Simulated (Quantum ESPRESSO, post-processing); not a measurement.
# H on fcc sites of Cu(111): a series in the coverage, part 8 of 8

Aim: how the results for H on fcc sites of Cu(111) change with the coverage.

Quantum ESPRESSO 7.5; plane-wave DFT, PBE, GBRV ultrasoft pseudopotentials.

So far. Step 9 (Relaxing the ions, 0.75 ML): The relaxation lowers the energy by 7 meV an atom. On the free atoms the largest force ends at 0.027 eV/Å. Step 10 (SCF with pw.x, 0.75 ML): Inside the slab this potential holds the local part of the pseudopotentials, which can be repulsive at the nuclei; only its value in the vacuum has a meaning of its own.

## Step 11: Relaxing the ions, 1 ML (continued)

The steps of the relaxation:

```
step  energy less that of the first step (eV)  largest force (eV/Å)
   1                                   0.0000                0.3744
   2                                  -0.0028                0.3526
   3                                  -0.0056                0.3089
   4                                  -0.0093                0.2598
   5                                  -0.0138                0.1849
   6                                  -0.0189                0.1962
   7                                  -0.0231                0.2564
   8                                  -0.0248                0.2442
   9                                  -0.0273                0.1728
  10                                  -0.0291                0.0698
  11                                  -0.0295                0.0123
```

The atoms that moved most (Å):

```
atom     dx     dy     dz  length
  H4  0.000  0.000  0.169   0.169
 Cu3  0.000  0.000  0.092   0.092
```

The relaxed structure:

```cif
data_structure
_symmetry_space_group_name_H-M 'P 1'
_symmetry_Int_Tables_number 1
_cell_length_a 2.5599
_cell_length_b 2.5599
_cell_length_c 18.9967
_cell_angle_alpha 90.000
_cell_angle_beta 90.000
_cell_angle_gamma 60.000
_cell_volume 107.81
loop_
_atom_site_label
_atom_site_type_symbol
_atom_site_fract_x
_atom_site_fract_y
_atom_site_fract_z
_atom_site_occupancy
Cu1 Cu 0.00000 0.00000 0.36953 1
Cu2 Cu 0.33333 0.33333 0.47955 1
Cu3 Cu 0.66667 0.66667 0.59442 1
H4 H 0.00000 0.00000 0.63938 1
```

The relaxation lowers the energy by 7 meV an atom. On the free atoms the largest force ends at 0.012 eV/Å.

This step gave:

```
free energy  : -16496.2703 eV
Fermi energy : 2.344 eV
```

## Step 12: Ground state, 1 ML

m8.esm.in reads:

```
&control
  prefix = 'm8.esm'
  outdir = './out'
  pseudo_dir = './pseudo'
  calculation = 'scf'
  tprnfor = .true.
/
&system
  ibrav = 0
  nat = 4
  ntyp = 2
  ecutwfc = 40
  ecutrho = 200
  occupations = 'smearing'
  smearing = 'mv'
  degauss = 0.02
  assume_isolated = 'esm'
  esm_bc = 'bc1'
/
&electrons
  conv_thr = 1e-07
  mixing_beta = 0.25
  electron_maxstep = 160
  mixing_mode = 'local-TF'
  mixing_ndim = 12
/
ATOMIC_SPECIES
  Cu  63.5460  cu_pbe_v1.2.uspp.F.UPF
  H   1.0080  h_pbe_v1.4.uspp.F.UPF
CELL_PARAMETERS angstrom
  2.55988871576450 0.00000000000000 0.00000000000000
  1.27994435788225 2.21692865871318 0.00000000000000
  0.00000000000000 0.00000000000000 18.99674291439599
ATOMIC_POSITIONS crystal
  Cu  0.000000000000 0.000000000000 -0.134924810000
  Cu  0.333333333400 0.333333333400 -0.024898560000
  Cu  0.666666666700 0.666666666700 0.089964797200
  H   0.000000000000 0.000000000000 0.134924810000
K_POINTS automatic
  10 10 1 0 0 0
```

On the command line:

```sh
> OMP_NUM_THREADS=1 mpirun -n 8 pw.x -nk 4 -in m8.esm.in > m8.esm.out
```

The program printed:

```text
[banner, memory and clock lines left out]
Program PWSCF v.7.5 starts
[...]
Message from routine setup:
[...]
number of electrons       =        58.00
     number of Kohn-Sham states=           35
     kinetic-energy cutoff     =      40.0000  Ry
     charge density cutoff     =     200.0000  Ry
[...]
number of k points=    14  Marzari-Vanderbilt smearing, width (Ry)=  0.0200
[...]
Dense  grid:    34637 G-vectors     FFT dimensions: (  24,  24, 162)
[...]
negative rho (up, down):  1.157E-04 0.000E+00
     Starting wfcs are   40 randomized atomic wfcs
[...]
negative rho (up, down):  1.827E-02 0.000E+00
[...]
estimated scf accuracy    <      37.24804261 Ry
[...]
negative rho (up, down):  2.029E-02 0.000E+00
[...]
estimated scf accuracy    <       5.75237968 Ry
[...]
negative rho (up, down):  2.114E-02 0.000E+00
[...]
estimated scf accuracy    <       0.80453139 Ry
[...]
negative rho (up, down):  2.053E-02 0.000E+00
[...]
estimated scf accuracy    <       0.01906640 Ry
[...]
negative rho (up, down):  1.986E-02 0.000E+00
[...]
estimated scf accuracy    <       0.02681409 Ry
[...]
negative rho (up, down):  1.661E-02 0.000E+00
[...]
estimated scf accuracy    <       0.01192248 Ry
[...]
negative rho (up, down):  1.563E-02 0.000E+00
[...]
estimated scf accuracy    <       0.00473861 Ry
[...]
negative rho (up, down):  1.512E-02 0.000E+00
[...]
estimated scf accuracy    <       0.00347646 Ry
[...]
negative rho (up, down):  1.351E-02 0.000E+00
[...]
estimated scf accuracy    <       0.00236135 Ry
[...]
negative rho (up, down):  5.314E-03 0.000E+00
[...]
estimated scf accuracy    <       0.00157735 Ry
[...]
negative rho (up, down):  5.170E-03 0.000E+00
[...]
estimated scf accuracy    <       0.00043329 Ry
[...]
negative rho (up, down):  4.739E-03 0.000E+00
[...]
estimated scf accuracy    <       0.00045498 Ry
[...]
negative rho (up, down):  8.300E-04 0.000E+00
[...]
estimated scf accuracy    <       0.00033102 Ry
[...]
negative rho (up, down):  3.311E-04 0.000E+00
[...]
estimated scf accuracy    <       0.00040616 Ry
[...]
negative rho (up, down):  1.686E-04 0.000E+00
[...]
estimated scf accuracy    <       0.00003823 Ry
[...]
negative rho (up, down):  1.706E-04 0.000E+00
[...]
estimated scf accuracy    <       0.00008676 Ry
[...]
negative rho (up, down):  9.645E-05 0.000E+00
[...]
estimated scf accuracy    <       0.00009010 Ry
[...]
negative rho (up, down):  1.397E-04 0.000E+00
[...]
estimated scf accuracy    <       0.00007292 Ry
[...]
negative rho (up, down):  1.386E-04 0.000E+00
[...]
estimated scf accuracy    <       0.00001114 Ry
[...]
negative rho (up, down):  1.278E-04 0.000E+00
[...]
estimated scf accuracy    <       0.00000201 Ry
[...]
negative rho (up, down):  1.181E-04 0.000E+00
[...]
estimated scf accuracy    <       0.00000068 Ry
[...]
negative rho (up, down):  1.007E-04 0.000E+00
[...]
estimated scf accuracy    <       0.00000085 Ry
[...]
negative rho (up, down):  9.139E-05 0.000E+00
[...]
estimated scf accuracy    <       0.00000054 Ry
[...]
negative rho (up, down):  8.654E-05 0.000E+00
[...]
the Fermi energy is    -4.8286 ev
!    total energy              =   -1212.45349801 Ry
     estimated scf accuracy    <       0.00000003 Ry
     smearing contrib. (-TS)   =      -0.00103439 Ry
     internal energy E=F+TS    =   -1212.45246362 Ry
[...]
one-electron contribution =    7354.61084615 Ry
     hartree contribution      =   -3686.91797840 Ry
     xc contribution           =    -117.05815258 Ry
     ewald contribution        =   -4763.08717880 Ry
     convergence has been achieved in  24 iterations
     negative rho (up, down):  8.654E-05 0.000E+00
[...]
Total force =     0.006015     Total SCF correction =     0.001412
[...]
```

Elapsed: 14 s, on 8 MPI ranks of Arm Neoverse V1, shared host; peak memory 0.54 GiB.

This step gave:

```
free energy                                                    : -16496.2702 eV
Fermi energy                                                   : -4.829 eV
vacuum line at the lower end of the cell, over the Fermi level : 4.909 eV
vacuum line at the upper end of the cell, over the Fermi level : 4.748 eV
```

Inside the slab this potential holds the local part of the pseudopotentials, which can be repulsive at the nuclei; only its value in the vacuum has a meaning of its own.

## Step 13: The series side by side

The series in one table:

```csv
the coverage,"adsorption energy an atom, from the free molecule (eV)",work function of the upper face (eV),work function of the lower face (eV)
0 ML,-,4.887,4.886
0.1111 ML,-,4.808,4.816
0.1667 ML,-,4.785,4.785
0.25 ML,-,4.764,4.75
0.3333 ML,-,4.764,4.774
0.5 ML,-0.2192,4.808,4.78
0.6667 ML,-0.1859,4.786,4.822
0.75 ML,-0.2058,4.824,4.831
1 ML,-0.1582,4.748,4.909
```

## Step 14: The arithmetic

At 1 ML: E_ads = [-16496.2702 − 1 × (-16480.2598)]/1 − (-31.7044)/2 = -0.158 eV. Cells and meshes differ along the series, and any error of the slab's energy is multiplied by the number of slab cells an adsorbate, so no value is given under half a monolayer.

## Step 15: Summary of results

* adsorption energy an atom, from the free molecule, at 0.5 ML and at 1 ML: -0.22, -0.16 eV
* work function of the upper face, at 0 ML and at 1 ML: 4.89, 4.75 eV

**Reading.** The series holds 9 members (PBE, GBRV ultrasoft). From 0.5 ML to 1 ML the adsorption energy an atom, from the free molecule goes from -0.22 to -0.16 eV, not quite steadily. From 0 ML to 1 ML the work function of the upper face goes from 4.89 to 4.75 eV, not quite steadily. The untouched lower face should keep its work function but moves by 0.16 eV, since the slab is thin and cells, meshes or relaxed layers differ between members; changes of the upper face are uncertain by about as much. Thin slabs, one site and one ordered pattern a coverage; no reconstruction or subsurface sites; meshes differ a little between cells.

[Logs are printed without paths, hosts, clocks, repeated set-up lines and the standing remarks that a program may print on its own settings, such as how far it seeks lower states.]

[Hosts, paths, dates, database ids (printed as entryN), source tags and the programs' standing remarks are cut or masked in the printed files.]

[Maps of the electrostatic potential energy from Ansatz leave out the sawtooth potential of an applied field or a dipole correction, so their vacuum need not be flat; planar profiles and work functions include it.]
